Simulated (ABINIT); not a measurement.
# PtSe2 (Sudovikovite) (P-1) in ABINIT: single point with LDA-PZ

Aim: the single point of PtSe2 (Sudovikovite) with LDA-PZ.

Program: ABINIT 10.8.3 (patched build). These are calculated values, not measurements. Logs are shortened: lines on timing, memory, paths and dates and some standing lists are left out, and cuts for length are marked. The log counts tension as positive stress, the text compression.

**1. The cell of the first run**

The typed cell holds 3 atoms: a = 3.746 Å, b = 3.651 Å, c = 5.074 Å, α = 88.97°, β = 92.37°, γ = 118.73°.

**2. Single point, LDA-PZ (cell strained at random)**

Contents of run.abi:

```
# Pseudopotentials
pp_dirpath "./"
pseudos "Pt.LDA_PW-JTH.xml, Se.LDA_PW-JTH.xml"

# Structure
acell 3*1.0 Angstrom
rprim
     3.7444340000     0.0686800000    -0.0772590000
    -1.8127390000     3.1687810000     0.0334440000
    -0.1050170000    -0.0081400000     5.0727880000
ntypat 2
znucl 78 34
natom 3
typat 1 2 2
xred
     0.0000000000     0.0000000000     0.0000000000
     0.6666666667     0.3333333333     0.7500000000
     0.3333333333     0.6666666667     0.2500000000
chkprim 0
chksymtnons 0
tolsym 1.0e-6

# Plane-wave basis
ecut 326.536635 eV
pawecutdg 24.0

# k points
kptopt 1
ngkpt 6 6 4
nshiftk 1
shiftk 0.0 0.0 0.0

# Exchange and correlation
ixc 2

# Bands and occupations
nband 15
occopt 3
tsmear 0.00183747

# SCF cycle
nstep 100
tolvrs 1.0e-9

# Output
iomode 3
prtwf 0
prteig 0
prtebands 0
prtvol 2
prtden 1
prtvha 1
prtvclmb 1
prtpot 1
```

Potentials or basis: JTH PAW LDA v2.0.

Run with:

```
$ abinit run.abi > log 2>&1
```

run.abo:

```text
.Version 10.8.3 of ABINIT
 Symmetries : space group P-1 (#  2); Bravais aP (primitive triclinic)
================================================================================
 Values of the parameters that define the memory need of the present run
     intxc =       0    ionmov =       0      iscf =      17    lmnmax =      18
     lnmax =       6     mgfft =      30  mpssoang =       3    mqgrid =    3001
     natom =       3  nloc_mem =       2    nspden =       1   nspinor =       1
    nsppol =       1      nsym =       2    n1xccc =       1    ntypat =       2
    occopt =       3   xclevel =       1
       mpw =         832          nfft =       17280          nkpt =          76
 PAW method is used; the additional fine FFT grid is defined by:
   mgfftf=        45    nfftf =     46080
================================================================================
================================================================================

--------------------------------------------------------------------------------
------------- Echo of variables that govern the present computation ------------
--------------------------------------------------------------------------------
 -outvars: echo values of preprocessed input variables --------
            acell      1.8897261259E+00  1.8897261259E+00  1.8897261259E+00 Bohr
              amu      1.95080000E+02  7.89600000E+01
          chkprim           0
      chksymtnons           0
             ecut      1.20000000E+01 Hartree
              ixc           2
         kptrlatt        6    0    0      0    6    0      0    0    4
          kptrlen      3.83529853E+01
            natom           3
            nband          15
            ngfft          24      24      30
          ngfftdg          32      32      45
             nkpt          76
            nstep         100
             nsym           2
           ntypat           2
           occopt           3
        pawecutdg      2.40000000E+01 Hartree
        prtebands           0
           prteig           0
           prtpot           1
         prtvclmb           1
           prtvha           1
           prtvol           2
            prtwf           0
            rprim      3.7444340000E+00  6.8680000000E-02 -7.7259000000E-02
                      -1.8127390000E+00  3.1687810000E+00  3.3444000000E-02
                      -1.0501700000E-01 -8.1400000000E-03  5.0727880000E+00
          spgroup           2
           tolsym      1.00000000E-06
           tolvrs      1.00000000E-09
           tsmear      1.83747000E-03 Hartree
            typat      1  2  2
           useylm           1
           xangst      0.0000000000E+00  0.0000000000E+00  0.0000000000E+00
                       1.8132802502E+00  1.0959419999E+00  3.7642330000E+00
                       1.3397749815E-02  2.1333790001E+00  1.2647400000E+00
            xcart      0.0000000000E+00  0.0000000000E+00  0.0000000000E+00
                       3.4266030624E+00  2.0710302297E+00  7.1133694441E+00
                       2.5318077853E-02  4.0315020330E+00  2.3900122205E+00
             xred      0.0000000000E+00  0.0000000000E+00  0.0000000000E+00
                       6.6666666670E-01  3.3333333330E-01  7.5000000000E-01
                       3.3333333330E-01  6.6666666670E-01  2.5000000000E-01
            znucl       78.00000   34.00000

================================================================================

 chkinp: Checking input parameters for consistency.

================================================================================
== DATASET  1 ==================================================================

--- !DatasetInfo
iteration_state: {dtset: 1, }
dimensions: {natom: 3, nkpt: 76, mband: 15, nsppol: 1, nspinor: 1, nspden: 1, mpw: 832, }
cutoff_energies: {ecut:  12.0, pawecutdg:  24.0, }
electrons: {nelect:   2.20000000E+01, charge:   0.00000000E+00, occopt:   3.00000000E+00, tsmear:   1.83747000E-03, }
meta: {optdriver: 0, ionmov: 0, optcell: 0, iscf: 17, paral_kgb: 0, }
...

 Exchange-correlation functional for the present dataset will be:
  LDA: Perdew-Zunger-Ceperley-Alder - ixc=2
  J.P.Perdew and A.Zunger, PRB 23, 5048 (1981)

 Real(R)+Recip(G) space primitive vectors, cartesian coordinates (Bohr,Bohr^-1):
 R(1)=  7.0759548  0.1297864 -0.1459984  G(1)=  0.1399186  0.0800102  0.0030250
 R(2)= -3.4255802  5.9881282  0.0632000  G(2)= -0.0030271  0.1652633  0.0002025
 R(3)= -0.1984534 -0.0153824  9.5861800  G(3)=  0.0021509  0.0001290  0.1043616
 Unit cell volume ucvol=  4.1026899E+02 bohr^3
 Angles (23,13,12)=  8.89661388E+01  9.23692724E+01  1.18725784E+02 degrees

 Coarse grid specifications (used for wave-functions):

 getcut: wavevector=  0.0000  0.0000  0.0000  ngfft=  24  24  30
         ecut(hartree)=     12.000   => boxcut(ratio)=   2.00816

 Fine grid specifications (used for densities):
[... 117 lines left out ...]
  3.45E-13 3.29E-13 2.36E-13 3.93E-13 3.93E-13 1.26E-13 1.23E-13
   0.1667  0.1667  0.0000    1  8.26399E-13 kpt; spin; max resid(k); each band:
  9.72E-14 9.58E-14 3.14E-13 5.64E-13 4.00E-13 5.22E-13 3.36E-13 2.75E-13
[... 196 lines left out ...]
  -0.1667  0.3333  0.5000    1  5.86809E-13 kpt; spin; max resid(k); each band:
  6.02E-14 1.01E-13 3.56E-13 3.70E-13 5.87E-13 3.46E-13 3.97E-13 2.83E-13
  3.52E-13 3.54E-13 3.49E-13 3.75E-13 3.68E-13 1.38E-13 5.56E-14
   0.0000  0.5000  0.5000    1  4.43570E-13 kpt; spin; max resid(k); each band:
  1.48E-13 5.46E-14 1.78E-13 3.27E-13 3.08E-14 4.44E-13 2.08E-13 1.18E-13
  2.78E-13 7.31E-16 2.31E-14 3.43E-13 4.27E-13 2.45E-13 1.12E-14
   0.1667  0.5000  0.5000    1  4.53104E-13 kpt; spin; max resid(k); each band:
  1.26E-13 8.09E-14 2.32E-13 3.09E-13 4.53E-13 3.86E-13 3.37E-13 2.97E-13
  3.17E-13 3.59E-13 3.35E-13 3.71E-13 4.49E-13 1.05E-13 5.25E-14
   0.3333  0.5000  0.5000    1  4.47161E-13 kpt; spin; max resid(k); each band:
  1.27E-13 7.56E-14 2.29E-13 3.28E-13 3.99E-13 4.08E-13 3.24E-13 3.10E-13
  3.30E-13 3.56E-13 3.30E-13 3.74E-13 4.47E-13 1.04E-13 5.17E-14
   0.5000  0.5000  0.5000    1  4.26538E-13 kpt; spin; max resid(k); each band:
  1.56E-13 5.35E-14 1.71E-13 3.61E-13 3.17E-14 4.27E-13 2.18E-13 5.15E-14
  2.75E-13 5.26E-16 2.21E-14 3.41E-13 4.23E-13 9.84E-15 2.49E-13
 reduced coordinates (array xred) for    3 atoms
       0.000000000000      0.000000000000      0.000000000000
       0.666666666700      0.333333333300      0.750000000000
       0.333333333300      0.666666666700      0.250000000000
 rms dE/dt=  5.2837E-02; max dE/dt=  8.3360E-02; dE/dt below (all hartree)
    1       0.000000000000      0.000000000000      0.000000000000
    2       0.083360207995     -0.036738975719      0.065302093550
    3      -0.083360207995      0.036738975719     -0.065302093550

 cartesian coordinates (angstrom) at end:
    1      0.00000000000000     0.00000000000000     0.00000000000000
    2      1.81328025018524     1.09594199989666     3.76423299999631
    3      0.01339774981476     2.13337900010334     1.26474000000369

 cartesian forces (hartree/bohr) at end:
    1     -0.00000000000000    -0.00000000000000    -0.00000000000000
    2     -0.01191531174359    -0.00060648408636    -0.00705975230614
    3      0.01191531174359     0.00060648408636     0.00705975230614
 frms,max,avg= 6.5350777E-03 1.1915312E-02   0.000E+00  0.000E+00  0.000E+00 h/b

 cartesian forces (eV/Angstrom) at end:
    1     -0.00000000000000    -0.00000000000000    -0.00000000000000
    2     -0.61270996489567    -0.03118666563333    -0.36302705969864
    3      0.61270996489567     0.03118666563333     0.36302705969864
 frms,max,avg= 3.3604720E-01 6.1270996E-01   0.000E+00  0.000E+00  0.000E+00 e/A
 length scales=  1.889726125908  1.889726125908  1.889726125908 bohr
              =  1.000000000000  1.000000000000  1.000000000000 angstroms
 Fermi (or HOMO) energy (hartree) =   0.13168   Average Vxc (hartree)=  -0.40149
 Eigenvalues (hartree) for nkpt=  76  k points:
 kpt#   1, nband= 15, wtk=  0.00694, kpt=  0.0000  0.0000  0.0000 (reduced coord)
  -0.44715   -0.34385   -0.13367   -0.10758   -0.10373   -0.01547   -0.01203    0.03837
   0.09256    0.09559    0.14729    0.18146    0.19075    0.26274    0.28232
      occupation numbers for kpt#   1
   2.00000    2.00000    2.00000    2.00000    2.00000    2.00000    2.00000    2.00000
   2.00000    2.00000    0.00041    0.00000    0.00000    0.00000    0.00000
 kpt#   2, nband= 15, wtk=  0.01389, kpt=  0.1667  0.0000  0.0000 (reduced coord)
  -0.43673   -0.34828   -0.12214   -0.10173   -0.09664   -0.03284   -0.01627    0.01586
   0.07158    0.08210    0.11729    0.17179    0.19853    0.31070    0.33262
      occupation numbers for kpt#   2
   2.00000    2.00000    2.00000    2.00000    2.00000    2.00000    2.00000    2.00000
   2.00000    2.00000    1.99920    0.00000    0.00000    0.00000    0.00000
 kpt#   3, nband= 15, wtk=  0.01389, kpt=  0.3333  0.0000  0.0000 (reduced coord)
  -0.40988   -0.36014   -0.11137   -0.09095   -0.07844   -0.06384   -0.01501   -0.00051
   0.04498    0.04700    0.05797    0.16003    0.21757    0.31006    0.36932
      occupation numbers for kpt#   3
   2.00000    2.00000    2.00000    2.00000    2.00000    2.00000    2.00000    2.00000
[... 424 lines left out ...]
      occupation numbers for kpt#  74
   2.00000    2.00000    2.00000    2.00000    2.00000    2.00000    2.00000    2.00000
   2.00000    2.00000    2.00000    0.00000    0.00000    0.00000    0.00000
 kpt#  75, nband= 15, wtk=  0.01389, kpt=  0.3333  0.5000  0.5000 (reduced coord)
  -0.37676   -0.37305   -0.13509   -0.10345   -0.07084   -0.04256   -0.03094    0.00517
   0.01018    0.03565    0.06330    0.17759    0.20039    0.31612    0.34228
      occupation numbers for kpt#  75
   2.00000    2.00000    2.00000    2.00000    2.00000    2.00000    2.00000    2.00000
   2.00000    2.00000    2.00000    0.00000    0.00000    0.00000    0.00000
 kpt#  76, nband= 15, wtk=  0.00694, kpt=  0.5000  0.5000  0.5000 (reduced coord)
  -0.37934   -0.36917   -0.15078   -0.08475   -0.08298   -0.05005    0.00121    0.00437
   0.01707    0.02291    0.07480    0.16313    0.19079    0.30102    0.30263
      occupation numbers for kpt#  76
   2.00000    2.00000    2.00000    2.00000    2.00000    2.00000    2.00000    2.00000
   2.00000    2.00000    2.00000    0.00000    0.00000    0.00000    0.00000
 Total charge density [el/Bohr^3]
)     Maximum=    4.4921E-01  at reduced coord.    0.0000    0.0000    0.0000
)Next maximum=    4.3747E-01  at reduced coord.    0.0000    0.0000    0.9778
)     Minimum=   -7.8375E-03  at reduced coord.    0.3125    0.6563    0.2444
)Next minimum=   -7.8375E-03  at reduced coord.    0.6875    0.3438    0.7556
   Integrated=    2.2000E+01

--- !EnergyTerms
iteration_state     : {dtset: 1, }
comment             : Components of total free energy in Hartree
kinetic             :  1.48177916895336E+01
hartree             :  8.17966038133371E+00
xc                  : -1.55445779022503E+01
Ewald energy        : -4.30393953804936E+01
psp_core            :  4.94147450870152E+00
local_psp           : -2.52333248098068E+01
PAW spherical_terms :  9.30327638943504E+00
internal            : -4.65750951235469E+01
'-kT*entropy'       : -2.11015151895566E-04
total_energy        : -4.65753061386988E+01
total_energy_eV     : -1.26737864486494E+03
...

--- !EnergyTermsDC
iteration_state     : {dtset: 1, }
comment             : '"Double-counting" decomposition of free energy'
band_energy         : -1.91770760673298E+00
Ewald energy        : -4.30393953804936E+01
psp_core            :  4.94147450870152E+00
xc_dc               : -1.30357793483012E+01
PAW spherical_terms :  6.47629595551092E+00
internal            : -4.65751118713154E+01
'-kT*entropy'       : -2.11015151895566E-04
total_energy_dc     : -4.65753228864673E+01
total_energy_dc_eV  : -1.26737910059494E+03
...

--- !EnergyTermsWithPAWCore
iteration_state     : {dtset: 1, }
comment             : 'Components of total free energy, including PAW core contributions'
Total energy        : -2.32574419238055E+04
Total energy DC     : -2.32574419405532E+04
Total energy (eV)   : -6.32867235282141E+05
Total energy DC (eV): -6.32867235737871E+05
...

 Cartesian components of stress tensor (hartree/bohr^3)
  sigma(1 1)= -5.61680969E-06  sigma(3 2)= -1.22607641E-05
  sigma(2 2)= -4.55970228E-05  sigma(3 1)= -1.80152285E-04
  sigma(3 3)=  3.82378381E-05  sigma(2 1)=  1.55487352E-04

-Cartesian components of stress tensor (GPa)         [Pressure=  1.2726E-01 GPa]
- sigma(1 1)= -1.65252246E-01  sigma(3 2)= -3.60724134E-01
- sigma(2 2)= -1.34151073E+00  sigma(3 1)= -5.30026321E+00
- sigma(3 3)=  1.12499604E+00  sigma(2 1)=  4.57459584E+00

== END DATASET(S) ==============================================================
================================================================================

 -outvars: echo values of variables after computation  --------
            acell      1.8897261259E+00  1.8897261259E+00  1.8897261259E+00 Bohr
           etotal     -4.6575322886E+01
            fcart     -0.0000000000E+00 -0.0000000000E+00 -0.0000000000E+00
                      -1.1915311744E-02 -6.0648408636E-04 -7.0597523061E-03
                       1.1915311744E-02  6.0648408636E-04  7.0597523061E-03
            rprim      3.7444340000E+00  6.8680000000E-02 -7.7259000000E-02
                      -1.8127390000E+00  3.1687810000E+00  3.3444000000E-02
                      -1.0501700000E-01 -8.1400000000E-03  5.0727880000E+00
           strten     -5.6168096887E-06 -4.5597022782E-05  3.8237838103E-05
                      -1.2260764091E-05 -1.8015228474E-04  1.5548735217E-04
           xangst      0.0000000000E+00  0.0000000000E+00  0.0000000000E+00
                       1.8132802502E+00  1.0959419999E+00  3.7642330000E+00
                       1.3397749815E-02  2.1333790001E+00  1.2647400000E+00
             xred      0.0000000000E+00  0.0000000000E+00  0.0000000000E+00
                       6.6666666670E-01  3.3333333330E-01  7.5000000000E-01
                       3.3333333330E-01  6.6666666670E-01  2.5000000000E-01
 Calculation completed.
```

Wall time 47 s (1 thread of Arm Neoverse V1, shared host); peak memory 0.1 GiB.

Results:

* Free energy: -1267.3791 eV
* Largest force: 0.713 eV/Å
* Band gap on the k mesh: none (metal or under the smearing width)

Forces on the atoms (eV/Å):
```
Pt   0.000  0.000  0.000
Se  -0.613 -0.031 -0.363
Se   0.613  0.031  0.363
```

Caveat: the cutoff is too short for stress, so the log's stress isn't used; the atomic spheres overlap.
